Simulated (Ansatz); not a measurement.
## Equation of state of SnS2 from a dense series

```yaml
crystal:
  lattice:
    - [3.59830, 0.00000, 0.00000]
    - [-1.79915, 3.11622, 0.00000]
    - [0.00000, 0.00000, 5.49400]
  atoms:
    - { symbol: Sn, position: [0.00000, 0.00000, 0.00000] }
    - { symbol: S, position: [0.66667, 0.33333, 0.26390] }
    - { symbol: S, position: [0.33333, 0.66667, 0.73610] }
```

Atom numbers follow the list: Sn1, S2, S3.

The structure is an experimental refinement, used without relaxation.

No spin–orbit coupling, which matters for the heavy atoms here.

These are results of Ansatz 0.2.0, DFT, LDA, all-electron LAPW, scalar-relativistic, not measurements.

Numerical set-up: a Γ-centred 8×8×5 k mesh, Fermi–Dirac smearing of 0.01 eV, basis error target 1 meV/atom, no spin polarisation.

The cell is scaled evenly. Fractional coordinates are held (clamped ions).

| V (Å³/atom) | P (GPa) |
| --- | --- |
| 19.303 | 11.00 |
| 19.714 | 8.21 |
| 20.124 | 5.72 |
| 20.330 | 4.57 |
| 20.535 | 3.49 |
| 20.740 | 2.46 |
| 20.946 | 1.48 |
| 21.767 | -1.91 |

(1) Fit a third-order Birch–Murnaghan curve to the pressures.

(2) Predict the pressure at the withheld volume, 21.356 Å³/atom.

Results:

(1) P = (3B0/2)(y^(7/2) − y^(5/2))[1 + (3/4)(B0′ − 4)(y − 1)] with y = (V0/V)^(2/3) fits within 0.01 GPa for V0 = 21.283 Å³/atom, B0 = 89.6 GPa and B0′ = 4.67.

(2) There y = 0.9977, so the fit gives -0.31 GPa; the run gave -0.31 GPa.
